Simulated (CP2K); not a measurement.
Bi:

```
Bi
1.0
     3.43194    0.00000    0.00000
    -1.14398    3.23566    0.00000
    -1.14398   -1.61783    2.80217
Bi
1
Cartesian
  0.0000 0.0000 0.0000
```

This isn't the form of Bi at room conditions, which is rhombohedral.

Base run:

* Program: CP2K 2026.2
* Functional: PBEsol
* Dispersion: rVV10
* Potentials or basis: POTENTIAL_UZH Bi GTH-PBE-q5; TZVP-MOLOPT-PBE-GTH basis
* Density cutoff: 6123 eV
* k mesh: 9 × 9 × 9
* Occupations: fermi-dirac, width 0.05 eV
* Spin: no spin polarisation

Its results: band gap on the k mesh none (metal or under the smearing width); pressure 0.3 GPa.

Problem. After a change of settings the same cell gave: band gap on the k mesh none (metal or under the smearing width); pressure -2.4 GPa. Which change was it?
A. dispersion from rVV10 to D4
B. dispersion from rVV10 to D3
C. dispersion from rVV10 to D3(BJ)
D. dispersion from rVV10 to none

Solution. C.

Caveats: the potentials were made for another functional, which shifts forces and pressure; spin-orbit coupling is left out, which moves the levels of the heavy elements; the basis of atomic orbitals isn't converged, which shifts pressures, moduli and gaps; pairwise dispersion overbinds metals, which lowers pressure and volume.
